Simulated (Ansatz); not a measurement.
Method: DFT PBE, scalar-relativistic, plane waves, PAW (Ansatz 0.2.0). Several structures of CdTe₄ were relaxed, and the powder pattern of one of them was computed from 10° to 70° in 2θ (λ = 1.5406 Å; lines under 1 % are left out).

Cu Kα1 powder pattern (kinematic, no thermal factors).
```json
{"2θ (°)": "18.02", "relative intensity": "21"}
{"2θ (°)": "25.59", "relative intensity": "49"}
{"2θ (°)": "31.47", "relative intensity": "11"}
{"2θ (°)": "36.50", "relative intensity": "100"}
{"2θ (°)": "40.99", "relative intensity": "5"}
{"2θ (°)": "45.11", "relative intensity": "14"}
{"2θ (°)": "48.95", "relative intensity": "6"}
{"2θ (°)": "52.57", "relative intensity": "17"}
{"2θ (°)": "56.03", "relative intensity": "3"}
{"2θ (°)": "59.36", "relative intensity": "19"}
{"2θ (°)": "62.57", "relative intensity": "1"}
{"2θ (°)": "65.69", "relative intensity": "35"}
{"2θ (°)": "68.74", "relative intensity": "3"}
```

Task: Which structure gives it?
A. Space group Im-3m (No. 229), cubic, a = 6.957 Å. Cd is surrounded by 8 Te at 3.01 Å; Te is surrounded by 2 Cd at 3.01 Å and 6 Te at 3.48 Å.
B. Space group P-43m (No. 215), cubic, a = 5.517 Å. Cd is surrounded by 4 Te at 2.85 Å; Te has 1 Cd at 2.85 Å and 3 Te at 3.16 Å.
C. Space group I4/mmm (No. 139), tetragonal, a = 7.744 Å, c = 5.928 Å. Around Cd lie 8 Te at 3.11 Å; Te is surrounded by 2 Te at 2.96 Å, 2 Cd at 3.11 Å and 4 Te at 3.87 Å.

Result: A. Its strongest line, at 2θ = 36.50°, has d = λ/(2 sin θ) = 2.460 Å and is the (2 2 0) reflection of the conventional Im-3m cell with a = 6.957 Å. The others have their strongest lines at 28.0° (B); 38.2° (C).

The cells needn't be stable.
